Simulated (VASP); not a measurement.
# ZnS (P6_3mc) in VASP: single point with PBE

Aim: the single point of ZnS with PBE.

Program: VASP 6.6.1. These are calculated values, not measurements. Logs are shortened: lines on timing, memory, paths and dates and some standing lists are left out, and cuts for length are marked.

**The experiment to reproduce.**

From a printed reference work, monograph, for a bulk crystal of ZnS at 4 K: band gap 3.911 eV (direct).

The results are compared with them further down.

## Step 1: The structure

The structure is hexagonal, space group P6_3mc (No. 186). Conventional cell: a = 3.823 Å, b = 3.823 Å, c = 12.520 Å, α = 90.00°, β = 90.00°, γ = 120.00°. Zn (site symmetry 3m) has 4 S at 2.34 to 2.35 Å as nearest neighbours. Zn (site symmetry 3m) has 4 S at 2.34 to 2.35 Å as nearest neighbours. S (site symmetry 3m) is surrounded by 4 Zn at 2.34 to 2.35 Å. Around S (site symmetry 3m) lie 4 Zn at 2.34 to 2.35 Å.

## Step 2: Single point, PBE

INCAR reads:

```
  ALGO = Fast
  EDIFF = 1E-7
  ENCUT = 520
  GGA = PE
  ISIF = 2
  ISMEAR = 0
  LASPH = T
  LCHARG = T
  LELF = T
  LREAL = F
  LVHAR = T
  LWAVE = F
  NBANDS = 46
  NELM = 100
  PREC = Accurate
  SIGMA = 0.1
```

KPOINTS reads:

```
k-points
0
Gamma
  6 6 2
```

POSCAR reads:

```
ZnS
1.0
    3.8227020304      0.0000000000      0.0000000000
   -1.9113510152      3.3105570694      0.0000000000
    0.0000000000      0.0000000000     12.5200000000
Zn S
4 4
Direct
    0.0000000000      0.0000000000      0.0000000000
    0.0000000000      0.0000000000      0.5000000000
    0.3333333333      0.6666666667      0.2500000000
    0.6666666667      0.3333333333      0.7500000000
    0.0000000000      0.0000000000      0.1875000000
    0.0000000000      0.0000000000      0.6875000000
    0.3333333333      0.6666666667      0.4375000000
    0.6666666667      0.3333333333      0.9375000000
```

Potentials or basis: VASP PAW PBE potentials, release 64 (Zn, S).

Launch:

```console
$ cat potpaw_PBE.64/Zn/POTCAR potpaw_PBE.64/S/POTCAR > POTCAR
$ mpirun -np 1 vasp_std > vasp.out
```

OUTCAR:

```text
EDIFF = 1E-7
   ENCUT = 520
   GGA = PE
   ISIF = 2
   ISMEAR = 0
   LASPH = T
   LREAL = F
   NELM = 100
   PREC = Accurate

 ion  position               nearest neighbor table
   1  0.000  0.000  0.000-   8 2.34   8 2.34   8 2.34   5 2.35
   2  0.000  0.000  0.500-   7 2.34   7 2.34   7 2.34   6 2.35
   3  0.333  0.667  0.250-   5 2.34   5 2.34   5 2.34   7 2.35
   4  0.667  0.333  0.750-   6 2.34   6 2.34   6 2.34   8 2.35
   5  0.000  0.000  0.188-   3 2.34   3 2.34   3 2.34   1 2.35
   6  0.000  0.000  0.688-   4 2.34   4 2.34   4 2.34   2 2.35
   7  0.333  0.667  0.438-   2 2.34   2 2.34   2 2.34   3 2.35
   8  0.667  0.333  0.938-   1 2.34   1 2.34   1 2.34   4 2.35

  LATTYP: Found a hexagonal cell.
 ALAT       =     3.8227020304
 C/A-ratio  =     3.2751702593

  Lattice vectors:

 A1 = (   3.8227020304,   0.0000000000,   0.0000000000)
 A2 = (  -1.9113510152,   3.3105570694,   0.0000000000)
 A3 = (   0.0000000000,   0.0000000000,  12.5200000000)

Analysis of symmetry for initial positions (statically):
=====================================================================
 Subroutine PRICEL returns:
 Original cell was already a primitive cell.

 Routine SETGRP: Setting up the symmetry group for a
 hexagonal supercell.

 Subroutine GETGRP returns: Found 12 space group operations
 (whereof  6 operations were pure point group operations)
 out of a pool of 24 trial point group operations.

The static configuration has the point symmetry C_3v.
 The point group associated with its full space group is C_6v.

Analysis of symmetry for dynamics (positions and initial velocities):
=====================================================================
 Subroutine PRICEL returns:
 Original cell was already a primitive cell.

 Routine SETGRP: Setting up the symmetry group for a
 hexagonal supercell.

 Subroutine GETGRP returns: Found 12 space group operations
 (whereof  6 operations were pure point group operations)
 out of a pool of 24 trial point group operations.

The dynamic configuration has the point symmetry C_3v.
 The point group associated with its full space group is C_6v.

 Subroutine INISYM returns: Found 12 space group operations
 (whereof  6 operations are pure point group operations),
 and found     1 'primitive' translations

----------------------------------------------------------------------------------------

                                     Primitive cell

  volume of cell :     158.4440

  direct lattice vectors                    reciprocal lattice vectors
     3.822702030  0.000000000  0.000000000     0.261595069  0.151031983  0.000000000
    -1.911351015  3.310557069  0.000000000     0.000000000  0.302063967  0.000000000
     0.000000000  0.000000000 12.520000000     0.000000000  0.000000000  0.079872204

  length of vectors
     3.822702030  3.822702030 12.520000000     0.302063967  0.302063967  0.079872204

  position of ions in fractional coordinates (direct lattice)
     0.000000000  0.000000000  0.000000000
     0.000000000  0.000000000  0.500000000
     0.333333333  0.666666667  0.250000000
     0.666666667  0.333333333  0.750000000
     0.000000000  0.000000000  0.187500000
     0.000000000  0.000000000  0.687500000
     0.333333333  0.666666667  0.437500000
     0.666666667  0.333333333  0.937500000

  ion indices of the primitive-cell ions
   primitive index   ion index
                 1           1
                 2           2
                 3           3
                 4           4
                 5           5
                 6           6
                 7           7
                 8           8

----------------------------------------------------------------------------------------

 KPOINTS: k-points

Automatic generation of k-mesh.
 Grid dimensions read from file:
 generate k-points for:    6    6    2

 Generating k-lattice:

  Cartesian coordinates                     Fractional coordinates (reciprocal lattice)
     0.043599178  0.025171997  0.000000000     0.166666667  0.000000000  0.000000000
     0.000000000  0.050343994  0.000000000     0.000000000  0.166666667  0.000000000
     0.000000000  0.000000000  0.039936102     0.000000000  0.000000000  0.500000000

  Length of vectors
     0.050343994  0.050343994  0.039936102

  Shift w.r.t. Gamma in fractional coordinates (k-lattice)
     0.000000000  0.000000000  0.000000000

 Subroutine IBZKPT returns following result:
 ===========================================

 Found     14 irreducible k-points:

 Following reciprocal coordinates:
            Coordinates               Weight
  0.000000  0.000000  0.000000      1.000000
  0.166667 -0.000000  0.000000      6.000000
  0.333333  0.000000  0.000000      6.000000
  0.500000  0.000000  0.000000      3.000000
  0.166667  0.166667  0.000000      6.000000
  0.333333  0.166667  0.000000     12.000000
  0.333333  0.333333  0.000000      2.000000
  0.000000  0.000000  0.500000      1.000000
  0.166667 -0.000000  0.500000      6.000000
  0.333333  0.000000  0.500000      6.000000
  0.500000  0.000000  0.500000      3.000000
  0.166667  0.166667  0.500000      6.000000
  0.333333  0.166667  0.500000     12.000000
  0.333333  0.333333  0.500000      2.000000
   k-points           NKPTS =     14   k-points in BZ     NKDIM =     14   number of bands    NBANDS=     46
   number of dos      NEDOS =    301   number of ions     NIONS =      8
   total plane-waves  NPLWV =  75264
   dimension x,y,z NGX =    28 NGY =   28 NGZ =   96
   dimension x,y,z NGXF=    56 NGYF=   56 NGZF=  192
   ions per type =               4   4
   NGX,Y,Z   is equivalent  to a cutoff of  12.18, 12.18, 12.75 a.u.
   NGXF,Y,Z  is equivalent  to a cutoff of  24.35, 24.35, 25.49 a.u.
 SYSTEM =  unknown system
   PREC   = accura    normal or accurate (medium, high low for compatibility)
   ISTART =      0    job   : 0-new  1-cont  2-samecut
   ICHARG =      2    charge: 1-file 2-atom 10-const
   ISPIN  =      1    spin polarized calculation?
   LNONCOLLINEAR =      F non collinear calculations
   LSORBIT =      F    spin-orbit coupling
   LASPH  =      T    aspherical Exc in radial PAW
   ENCUT  =  520.0 eV  38.22 Ry    6.18 a.u.   7.11  7.11 23.28*2*pi/ulx,y,z
   NELM   =    100;   NELMIN=  2; NELMDL= -5     # of ELM steps
   EDIFF  = 0.1E-06   stopping-criterion for ELM
   LREAL  =      F    real-space projection
   EDIFFG = 0.1E-05   stopping-criterion for IOM
   NSW    =      0    number of steps for IOM
   IBRION =     -1    ionic relax: 0-MD 1-quasi-New 2-CG
   NFREE  =      0    steps in history (QN), initial steepest desc. (CG)
   ISIF   =      2    stress and relaxation
   ISYM   =      2    0-nonsym 1-usesym 2-fastsym
   POTIM  = 0.5000    time-step for ionic-motion
   TEBEG  =    0.0;   TEEND  =   0.0 temperature during run
   PSTRESS=    0.0 pullay stress
   NELECT =      72.0000    total number of electrons
   NUPDOWN=      -1.0000    fix difference up-down
   EMIN   =  10.00;   EMAX   =-10.00  energy-range for DOS
   EFERMI =   0.00;   METHOD = LEGACY
   ISMEAR =     0;   SIGMA  =   0.10  broadening in eV -4-tet -1-fermi 0-gaus
   EFERMI_NEDOS =   21; number of points for ismear=-14 and -15
   IALGO  =     68    algorithm
   IMIX   =      4    mixing-type and parameters
     AMIX     =   0.40;   BMIX     =  1.00
     AMIX_MAG =   1.60;   BMIX_MAG =  1.00
  volume/ion in A,a.u.               =      19.81       133.65
  Fermi-wavevector in a.u.,A,eV,Ry     =   1.258617  2.378442 21.553229  1.584118
  Thomas-Fermi vector in A             =   2.392218
   LORBIT       =      0    0 simple, 1 ext, 2 COOP (PROOUT), +10 PAW based schemes
   GGA     = PE    functional components
   LHFCALC =     F    Hartree Fock is set to
   AEXX    =    0.0000 exact exchange contribution
   IVDW    =     0    specifies the selected vdW correction
   LEPSILON=     F    determine dielectric tensor
   LRPA    =     F    only Hartree local field effects (RPA)
 non-spin polarized calculation
 RMM-DIIS sequential band-by-band and
 Gauss-broadening in eV      SIGMA  =   0.10
  energy-cutoff  :      520.00
  volume of cell :      158.44
 maximum number of plane-waves:      4296
   NGX = 15   NGY = 15   NGZ = 47

 number of electron      71.9999983 magnetization

 Free energy of the ion-electron system (eV)
  ---------------------------------------------------
  ext. energy  EPLUGINS =         0.00000000
  ---------------------------------------------------
  free energy    TOTEN  =       -27.37764754 eV

  energy without entropy =      -27.37764754  energy(sigma->0) =      -27.37764754

 E-fermi :   2.5278     XC(G=0):  -9.6077

 val. band max:        2.0800614221   @ k =   0.0000   0.0000   0.0000
 cond. band min:       4.2117384776   @ k =   0.0000   0.0000   0.0000
 fundamental gap:      2.1316770555
 Fermi energy:         2.5277603351

 k-point     1 :       0.0000    0.0000    0.0000
  band No.  band energies     occupation
      1     -11.0455      2.00000
      2     -10.6318      2.00000
      3     -10.6201      2.00000
      4     -10.1258      2.00000
      5      -4.2452      2.00000
      6      -4.2415      2.00000
[... 38 lines left out ...]
     45       8.8634      0.00000
     46       8.9132      0.00000

 k-point     2 :       0.1667   -0.0000    0.0000
  band No.  band energies     occupation
      1     -10.8648      2.00000
      2     -10.4838      2.00000
      3     -10.4721      2.00000
      4     -10.0283      2.00000
      5      -4.2575      2.00000
      6      -4.2391      2.00000
[... 38 lines left out ...]
     45       8.8748      0.00000
     46       8.9645      0.00000

 k-point     3 :       0.3333    0.0000    0.0000
  band No.  band energies     occupation
      1     -10.4313      2.00000
      2     -10.1575      2.00000
      3     -10.1468      2.00000
      4      -9.8537      2.00000
      5      -4.2734      2.00000
      6      -4.2209      2.00000
[... 528 lines left out ...]
     45       9.4057      0.00000
     46       9.4058      0.00000

 k-point    14 :       0.3333    0.3333    0.5000
  band No.  band energies     occupation
      1      -9.8956      2.00000
      2      -9.8956      2.00000
      3      -9.8834      2.00000
      4      -9.8834      2.00000
      5      -4.1721      2.00000
      6      -4.1721      2.00000
[... 38 lines left out ...]
     45       9.5622      0.00000
     46       9.5658      0.00000

------------------------ aborting loop because EDIFF is reached ----------------------------------------

  FORCE on cell =-STRESS in cart. coord.  units (eV):
  Direction    XX          YY          ZZ          XY          YZ          ZX
  --------------------------------------------------------------------------------------
  -------------------------------------------------------------------------------------
  Total        1.5502767      1.5502767      1.3824458      0.0000000      0.0000000      0.0000000
  in kB       15.6763138     15.6763138     13.9792163      0.0000000      0.0000000      0.0000000
  external PRESSURE =      15.1106146 kB  Pullay stress =       0.0000000 kB

 VOLUME and BASIS-vectors are now :
 -----------------------------------------------------------------------------
  energy-cutoff  :      520.00
  volume of cell :      158.44
      direct lattice vectors                 reciprocal lattice vectors
     3.822702030  0.000000000  0.000000000     0.261595069  0.151031983  0.000000000
    -1.911351015  3.310557069  0.000000000     0.000000000  0.302063967  0.000000000
     0.000000000  0.000000000 12.520000000     0.000000000  0.000000000  0.079872204

 POSITION                                       TOTAL-FORCE (eV/Angst)
 -----------------------------------------------------------------------------------
      0.00000      0.00000      0.00000         0.000000      0.000000      0.023984
      0.00000      0.00000      6.26000         0.000000     -0.000000      0.023984
     -0.00000      2.20704      3.13000         0.000000      0.000000      0.009150
      1.91135      1.10352      9.39000        -0.000000      0.000000      0.009150
      0.00000      0.00000      2.34750         0.000000      0.000000     -0.044528
      0.00000      0.00000      8.60750        -0.000000      0.000000     -0.044528
     -0.00000      2.20704      5.47750        -0.000000     -0.000000      0.011394
      1.91135      1.10352     11.73750         0.000000      0.000000      0.011394
 -----------------------------------------------------------------------------------
    total drift:                               -0.000001     -0.000002     -0.000113

  FREE ENERGIE OF THE ION-ELECTRON SYSTEM (eV)
  ---------------------------------------------------
  free  energy   TOTEN  =       -27.3776475374 eV

  energy  without entropy=      -27.3776475374  energy(sigma->0) =      -27.37764754
```

It took 90 s on 1 thread of Intel Xeon Platinum 8488C (Sapphire Rapids), shared host; peak memory 0.29 GiB.

What came out:

- Free energy: -27.3776 eV
- Pressure: 1.5 GPa
- Largest force: 0.045 eV/Å
- Band gap on the k mesh: 2.13 eV, direct

Forces on the atoms (eV/Å):
```
Zn   0.000  0.000  0.024
Zn   0.000  0.000  0.024
Zn   0.000  0.000  0.009
Zn   0.000  0.000  0.009
S    0.000  0.000 -0.045
S    0.000  0.000 -0.045
S    0.000  0.000  0.011
S    0.000  0.000  0.011
```

## Step 3: How close it comes

Step 2. Against the measured gap of ZnS, 3.911 eV (direct; 4 K; a printed reference work, monograph), the calculated 2.13 eV is off by -1.78 eV. The value is that of PBE, without temperature or zero-point motion. Semilocal functionals fall short of measured gaps as a rule.
